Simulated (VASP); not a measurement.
# CdSe (Cadmoselite) (P6_3mc) in VASP: settings compared, part 2 of 2

VASP 6.6.1. The steps go on from the part before.

## Step 5: Single point, RPBE+D4

This run uses another cell than the first one, of 27.54 Å³/atom, 1.043 times its volume.

Input file INCAR:

```
SYSTEM = CdSe
  ALGO = Normal
  EDIFF = 1E-6
  ENCUT = 520
  GGA = RP
  ISIF = 2
  ISMEAR = -1
  IVDW = 13
  LASPH = .True.
  LCHARG = .False.
  LREAL = .False.
  LWAVE = .False.
  NBANDS = 26
  NELM = 80
  PREC = Accurate
  SIGMA = 0.05
```

Input file KPOINTS:

```
k-points
0
Gamma
  7 7 4
  0 0 0
```

Input file POSCAR:

```
CdSe
1.0
    4.2711400700      0.0000000000      0.0000000000
   -2.1355700350      3.6989158038      0.0000000000
    0.0000000000      0.0000000000      6.9728844864
Cd Se
2 2
Direct
    0.6666666667      0.3333333333      0.5000000000
    0.3333333333      0.6666666667      0.0000000000
    0.6666666667      0.3333333333      0.8850000000
    0.3333333333      0.6666666667      0.3850000000
```

Potentials or basis: VASP PAW PBE potentials, release 64 (Cd, Se).

Launch:

```console
$ cat potpaw_PBE.64/Cd/POTCAR potpaw_PBE.64/Se/POTCAR > POTCAR
$ mpirun -np 1 vasp_std > vasp.out
```

OUTCAR:

```text
SYSTEM = CdSe
   EDIFF = 1E-6
   ENCUT = 520
   GGA = RP
   ISIF = 2
   ISMEAR = -1
   IVDW = 13
   LASPH = .True.
   LREAL = .False.
   NELM = 80
   PREC = Accurate

 ion  position               nearest neighbor table
   1  0.667  0.333  0.500-   4 2.59   4 2.59   4 2.59   3 2.68
   2  0.333  0.667  0.000-   3 2.59   3 2.59   3 2.59   4 2.68
   3  0.667  0.333  0.885-   2 2.59   2 2.59   2 2.59   1 2.68
   4  0.333  0.667  0.385-   1 2.59   1 2.59   1 2.59   2 2.68

  LATTYP: Found a hexagonal cell.
 ALAT       =     4.2711400700
 C/A-ratio  =     1.6325581395

  Lattice vectors:

 A1 = (   4.2711400700,   0.0000000000,   0.0000000000)
 A2 = (  -2.1355700350,   3.6989158038,   0.0000000000)
 A3 = (   0.0000000000,   0.0000000000,   6.9728844864)

Analysis of symmetry for initial positions (statically):
=====================================================================
 Subroutine PRICEL returns:
 Original cell was already a primitive cell.

 Routine SETGRP: Setting up the symmetry group for a
 hexagonal supercell.

 Subroutine GETGRP returns: Found 12 space group operations
 (whereof  6 operations were pure point group operations)
 out of a pool of 24 trial point group operations.

The static configuration has the point symmetry C_3v.
 The point group associated with its full space group is C_6v.

Analysis of symmetry for dynamics (positions and initial velocities):
=====================================================================
 Subroutine PRICEL returns:
 Original cell was already a primitive cell.

 Routine SETGRP: Setting up the symmetry group for a
 hexagonal supercell.

 Subroutine GETGRP returns: Found 12 space group operations
 (whereof  6 operations were pure point group operations)
 out of a pool of 24 trial point group operations.

The dynamic configuration has the point symmetry C_3v.
 The point group associated with its full space group is C_6v.

 Subroutine INISYM returns: Found 12 space group operations
 (whereof  6 operations are pure point group operations),
[... 118 lines left out ...]
     AMIX     =   0.40;   BMIX     =  1.00
     AMIX_MAG =   1.60;   BMIX_MAG =  1.00
  volume/ion in A,a.u.               =      27.54       185.85
  Fermi-wavevector in a.u.,A,eV,Ry     =   1.127627  2.130906 17.300384  1.271542
  Thomas-Fermi vector in A             =   2.264314
   LORBIT       =      0    0 simple, 1 ext, 2 COOP (PROOUT), +10 PAW based schemes
   GGA     = RP    functional components
   LHFCALC =     F    Hartree Fock is set to
   AEXX    =    0.0000 exact exchange contribution
   IVDW    =    13    specifies the selected vdW correction
   LEPSILON=     F    determine dielectric tensor
   LRPA    =     F    only Hartree local field effects (RPA)
 non-spin polarized calculation
  energy-cutoff  :      520.00
  volume of cell :      110.16
 maximum number of plane-waves:      2996
 NGX is ok and might be reduce to    32
   NGX = 15   NGY = 15   NGZ = 25

 number of electron      35.9999999 magnetization

 Free energy of the ion-electron system (eV)
  ---------------------------------------------------
  ext. energy  EPLUGINS =         0.00000000
  ---------------------------------------------------
  free energy    TOTEN  =        -9.46716196 eV

  energy without entropy =       -9.46715986  energy(sigma->0) =       -9.46716091

 E-fermi :   1.7133     XC(G=0):  -8.7431

 val. band max:        1.2211401733   @ k =   0.0000   0.0000   0.0000
 cond. band min:       2.1408029308   @ k =   0.0000   0.0000   0.0000
 fundamental gap:      0.9196627575
 Fermi energy:         1.7132885358

 k-point     1 :       0.0000    0.0000    0.0000
  band No.  band energies     occupation
      1     -11.4448      2.00000
      2     -11.0670      2.00000
      3      -6.7894      2.00000
      4      -6.7894      2.00000
      5      -6.7308      2.00000
      6      -6.7308      2.00000
[... 685 lines left out ...]
     25       9.4403      0.00000
     26       9.4403      0.00000

------------------------ aborting loop because EDIFF is reached ----------------------------------------

  DFT-D4 for vdW energy calculation

  Edisp (eV):   -2.44571

  FORCE on cell =-STRESS in cart. coord.  units (eV):
  Direction    XX          YY          ZZ          XY          YZ          ZX
  --------------------------------------------------------------------------------------
  -------------------------------------------------------------------------------------
  Total       2.26992     2.26992     0.45529     0.00000     0.00000     0.00000
  in kB      33.01343    33.01343     6.62164     0.00000     0.00000     0.00000
  external pressure =       24.22 kB  Pullay stress =        0.00 kB

 VOLUME and BASIS-vectors are now :
 -----------------------------------------------------------------------------
  energy-cutoff  :      520.00
  volume of cell :      110.16
      direct lattice vectors                 reciprocal lattice vectors
     4.271140070  0.000000000  0.000000000     0.234129526  0.135174745  0.000000000
    -2.135570035  3.698915804  0.000000000     0.000000000  0.270349490  0.000000000
     0.000000000  0.000000000  6.972884486     0.000000000  0.000000000  0.143412673

 POSITION                                       TOTAL-FORCE (eV/Angst)
 -----------------------------------------------------------------------------------
      2.13557      1.23297      3.48644         0.000000     -0.000000      0.315759
     -0.00000      2.46594      0.00000        -0.000000      0.000000      0.315759
      2.13557      1.23297      6.17100         0.000000     -0.000000     -0.315759
     -0.00000      2.46594      2.68456         0.000000     -0.000000     -0.315759
 -----------------------------------------------------------------------------------
    total drift:                               -0.000000      0.000000      0.000169

  FREE ENERGIE OF THE ION-ELECTRON SYSTEM (eV)
  ---------------------------------------------------
  free  energy   TOTEN  =       -11.9128764794 eV

  energy  without entropy=      -11.9128743888  energy(sigma->0) =      -11.91287543
```

stdout:

```text
POSCAR found type information on POSCAR CdSe
 POSCAR found :  2 types and       4 ions
 scaLAPACK will be used
 -----------------------------------------------------------------------------
|                                                                             |
|                                                                             |
|     You enforced a specific xc type in the INCAR file but a different       |
|     I HOPE YOU KNOW WHAT YOU ARE DOING!                                     |
|                                                                             |
 -----------------------------------------------------------------------------

 LDA part: xc-table for (Slater+PW92), standard interpolation
 POSCAR, INCAR and KPOINTS ok, starting setup
 FFT: planning ... GRIDC
 FFT: planning ... GRID_SOFT
 FFT: planning ... GRID
 WAVECAR not read
 entering main loop
```

It took 27 s on 1 thread of Intel Xeon 6975P-C (Granite Rapids), shared host; peak memory 0.25 GiB.

Results:

- Free energy: -11.9129 eV
- Pressure: 2.4 GPa
- Largest force: 0.316 eV/Å
- Band gap on the k mesh: 0.92 eV, direct
- Dispersion energy per atom: -0.611 eV

Forces on the atoms (eV/Å):
```
Cd   0.000  0.000  0.316
Cd   0.000  0.000  0.316
Se   0.000  0.000 -0.316
Se   0.000  0.000 -0.316
```

Caveat: the PAW data sets were made with another functional, which shifts forces and pressure a little.

## Step 6: Single point, PBE exchange alone

This run uses another cell than the first one, of 27.54 Å³/atom, 1.043 times its volume.

Input file INCAR:

```
SYSTEM = CdSe
PREC     = Accurate       ! precision mode
ENCUT    = 520            ! plane-wave cutoff, eV
EDIFF    = 1E-6           ! SCF threshold, eV
ISMEAR   = -1             ! smearing method
SIGMA    = 0.05           ! smearing width, eV
LREAL    = .False.        ! projectors in reciprocal space
LASPH    = .True.         ! aspherical terms in the spheres
NELM     = 80             ! most SCF steps
ALGO     = Normal         ! electronic algorithm
ISIF     = 2              ! what is computed and relaxed
LWAVE    = .False.        ! write WAVECAR
LCHARG   = .False.        ! write CHGCAR
GGA      = PE             ! functional
ALDAC    = 0.0          
AGGAC    = 0.0          
NBANDS   = 26             ! bands
```

Input file KPOINTS:

```
Automatic mesh
0
Gamma
  7 7 4
  0 0 0
```

POSCAR is that of step 5.

Potentials or basis: VASP PAW PBE potentials, release 64 (Cd, Se).

Launch:

```console
$ cat potpaw_PBE.64/Cd/POTCAR potpaw_PBE.64/Se/POTCAR > POTCAR
$ mpirun -np 1 vasp_std > vasp.out
```

It took 27 s on 1 thread of Intel Xeon 6975P-C (Granite Rapids), shared host; peak memory 0.24 GiB.

The run converged. Its results:

- Free energy: -6.2546 eV
- Pressure: 12.9 GPa
- Largest force: 0.364 eV/Å
- Band gap on the k mesh: 0.71 eV, direct

Forces on the atoms (eV/Å):
```
Cd   0.000  0.000  0.364
Cd   0.000  0.000  0.364
Se   0.000  0.000 -0.364
Se   0.000  0.000 -0.364
```

Stress tensor (GPa, compression positive):
```
13.80  0.00  0.00
 0.00 13.80  0.00
 0.00  0.00 11.04
```

Levels at points of the mesh, in eV from the valence-band top:
| k point | band 16 | band 17 | band 18 | band 19 | band 20 | band 21 |
| --- | --- | --- | --- | --- | --- | --- |
| (0.00, 0.00, 0.00) | -0.03 | 0.00 | 0.00 | 0.71 | 2.11 | 5.86 |
| (0.00, 0.00, 0.50) | -0.39 | -0.39 | -0.39 | 2.34 | 2.34 | 5.89 |

## Step 7: Overview

| level | cell | gap on the mesh (eV) | pressure (GPa) | largest force (eV/Å) |
| --- | --- | --- | --- | --- |
| RPBE+D4 | a = 4.212, b = 4.212, c = 6.877 Å, angles 90.0, 90.0, 120.0°, 4 atoms | 1.01 | 5.1 | 0.37 |
| PBE exchange alone | a = 4.212, b = 4.212, c = 6.877 Å, angles 90.0, 90.0, 120.0°, 4 atoms | 0.81 | 16.5 | 0.41 |
| PBE exchange alone | a = 4.242, b = 4.242, c = 6.925 Å, angles 90.0, 90.0, 120.0°, 4 atoms | 0.76 | 14.6 | 0.39 |
| RPBE+D4 | a = 4.271, b = 4.271, c = 6.973 Å, angles 90.0, 90.0, 120.0°, 4 atoms | 0.92 | 2.4 | 0.32 |
| PBE exchange alone | a = 4.271, b = 4.271, c = 6.973 Å, angles 90.0, 90.0, 120.0°, 4 atoms | 0.71 | 12.9 | 0.36 |

Alike in all rows: task single point; potentials or basis VASP PAW PBE potentials, release 64 (Cd, Se); no spin polarisation; k mesh 7 × 7 × 4; cutoff (eV) 520; smearing fermi-dirac 0.05 eV.

Caveats: the PAW data sets were made with another functional, which shifts forces and pressure a little (some runs).

Absolute energies hang on the potentials; compare differences alone.

## Step 8: Against experiment

Step 5. Measured gap of CdSe: 1.841 eV (2 K; a printed reference work, data compilation). This calculation gives 0.92 eV (-0.92 eV). Spin-orbit coupling on Cd, Se is left out. The value is that of RPBE+D4, without temperature or zero-point motion. Semilocal functionals fall short of measured gaps as a rule.
